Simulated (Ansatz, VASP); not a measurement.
# BiTe: VASP beside Ansatz

File INCAR:

```
SYSTEM = BiTe
ALGO = Fast
EDIFF = 1E-6
ENCUT = 520
GGA = PE
ISIF = 2
ISMEAR = 0
LASPH = .TRUE.
LCHARG = .FALSE.
LREAL = .FALSE.
LWAVE = .FALSE.
NBANDS = 18
NELM = 60
PREC = Accurate
SIGMA = 0.1
```

Contents of KPOINTS:

```
k-points
0
G
  6 6 6
  0 0 0
```

The input POSCAR:

```
BiTe
1.0
    0.0000000000      3.2350000000      3.2350000000
    3.2350000000      0.0000000000      3.2350000000
    3.2350000000      3.2350000000      0.0000000000
Bi Te
1 1
Direct
    0.0000000000      0.0000000000      0.0000000000
    0.5000000000      0.5000000000      0.5000000000
```

Input for Ansatz:

```yaml
crystal:
  lattice:
    - [0.0, 3.235, 3.235]
    - [3.235, 0.0, 3.235]
    - [3.235, 3.235, 0.0]
  atoms:
    - { symbol: Bi, position: [0.0, 0.0, 0.0] }
    - { symbol: Te, position: [0.5, 0.5, 0.5] }
basis:
  ecutwfc: 420
kpoints:
  mp_grid: { grid: [6, 6, 6] }
hamiltonian:
  xc: pbe
scf:
  occupations: { method: gaussian, width: 0.1 }
output:
  forces: true
  stress: true
  eigenvalues: true
```

Alike in both runs: task single point; functional PBE; k mesh 6 × 6 × 6; occupations gaussian, width 0.1 eV; no spin polarisation.

|  | VASP | Ansatz |
| --- | --- | --- |
| version | VASP 6.6.1 | Ansatz 0.2.0 |
| potentials or method | VASP PAW PBE potentials, release 64 (Bi_d, Te) | scalar-relativistic, plane waves, PAW |
| plane-wave cutoff (eV) | 520 | 420 |
| valence electrons in the cell | 21 | 31 |

```csv
,VASP,Ansatz,Ansatz less VASP
gap on the k mesh at the Fermi level (eV),none,none,-
pressure (GPa),0.9,0.9,+0.07
```

A gap of «none» marks a metal or a gap that the smearing closes. The functional is the same, so the differences come from potentials, cutoffs and numerics. The two sets of potentials don't hold the same shells in valence.

Caveats: spin-orbit coupling is left out, which moves the levels of the heavy elements.
